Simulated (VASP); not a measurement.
Ti, 1 atom in the cell. The structure is cubic, space group Fm-3m (No. 225). Conventional cell: a = 4.060 Å, b = 4.060 Å, c = 4.060 Å, α = 90.00°, β = 90.00°, γ = 90.00°. Ti (site symmetry m-3m) has 12 Ti at 2.87 Å as nearest neighbours. This isn't the form of Ti at room conditions, which is hcp.

```yaml
Program: VASP 6.6.1
Task: single point
Functional: PBE
Potentials_or_basis: VASP PAW PBE potentials, release 64 (Ti_sv)
Cutoff: 520 eV
k_mesh: 11 × 11 × 11
Occupations: gaussian, width 0.1 eV
Spin: no spin polarisation
Further_INCAR_settings: ALGO = Normal; EDIFF = 1e-07
```

Potentials or basis: VASP PAW PBE potentials, release 64 (Ti_sv).

Run with:

```sh
$ cat potpaw_PBE.64/Ti_sv/POTCAR > POTCAR
$ mpirun -np 1 vasp_std > vasp.out
```

Hardware: 1 thread of Intel(R) Xeon(R) Platinum 8488C (Sapphire Rapids), on a shared host.

Estimate the wall time of this run.

Run time: 6.7 s on 1 thread of Intel(R) Xeon(R) Platinum 8488C (Sapphire Rapids), on a shared host, peak memory 0.14 GiB. Counts: scf iterations 14, k points 56.
